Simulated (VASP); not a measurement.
Runs of VASP 6.6.1 on Al. Symmetry: Fm-3m, No. 225, cubic system. Conventional cell: a = 4.050 Å, b = 4.050 Å, c = 4.050 Å, α = 90.00°, β = 90.00°, γ = 90.00°. Around Al (site symmetry m-3m) lie 12 Al at 2.86 Å. 

```csv
task,level,cell,k mesh,cutoff (eV),optimiser,gap on the mesh (eV),pressure (GPa),relaxed volume (Å³/atom)
relaxation of cell and atoms,r2SCAN+D3(BJ),relaxed,11 × 11 × 11,600,-,none,0.0,15.59
relaxation of cell and atoms,MS2,relaxed,11 × 11 × 11,600,-,none,0.0,16.19
relaxation of the atoms,r2SCAN,atoms relaxed from: cell strained at random at fixed volume,8 × 8 × 8,520,vasp,none,-3.4,-
relaxation of cell and atoms,r2SCAN,relaxed,11 × 11 × 11,600,-,none,0.0,(a)
```

Alike in all rows: potentials or basis VASP PAW PBE potentials, release 64 (Al); no spin polarisation; smearing methfessel-paxton 0.1 eV.

Q: Estimate the missing entries.

A: (a) 15.88.

Caveats: the PAW data sets were made with another functional, which shifts forces and pressure a little; pairwise dispersion overbinds metals, which lowers pressure and volume (some runs); the relaxation stopped at its first step, so nothing moved (some runs).

A gap of «none» marks a metal or a gap under the smearing width.
